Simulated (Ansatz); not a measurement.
Random displacements in SiNi₂

Level of theory: DFT r2SCAN, scalar-relativistic, plane waves, PAW (Ansatz 0.2.0). Cutoff 500 eV, Γ-centred 12×12×10 k-points, Gaussian smearing of 0.15 eV. No spin polarisation. A magnetic state may lie lower. Energies are free energies at this smearing, counted from the undisturbed cell; pressure is positive in compression.

The undisturbed cell (relaxed at this level; it needn't be the usual structure):

```
CELL_PARAMETERS angstrom
3.86955 0.00000 0.00000
-1.93477 3.35112 0.00000
0.00000 0.00000 4.92681
ATOMIC_POSITIONS crystal
Si 0.33333 0.66667 0.75000
Si 0.66667 0.33333 0.25000
Ni 0.00000 0.00000 0.00000
Ni 0.00000 0.00000 0.50000
Ni 0.33333 0.66667 0.25000
Ni 0.66667 0.33333 0.75000
```

The atoms are displaced (Å, in the unstrained cell):

```
atom ux uy uz
 Si1   0.175   0.143   0.148
 Si2  -0.029   0.147   0.247
 Ni3  -0.011  -0.044   0.201
 Ni4  -0.325  -0.054  -0.231
 Ni5   0.284   0.159  -0.041
 Ni6  -0.095  -0.351  -0.323
```

Strain (Voigt, engineering shear): (0.0008, -0.0088, 0.0025, 0.0749, -0.0125, -0.0730).

Q: What are the energy change, the stress and the forces?

A: ΔE = 1099.5 meV/atom; stress (xx, yy, zz, yz, xz, xy; compression positive) (42.52, 55.76, 62.93, -5.20, 4.17, 4.58) GPa.
```tsv
atom	Fx (eV/Å)	Fy	Fz
Si1	0.57	-9.63	2.06
Si2	1.90	-0.84	-5.09
Ni3	4.19	2.28	-6.19
Ni4	6.83	4.11	8.31
Ni5	-11.20	-4.55	-3.02
Ni6	-2.28	8.62	3.93
```

Cost: 1 run of about 6.4 core-minutes, on Oxide Virtual Turin-like Processor (Zen 5) (shared hosts).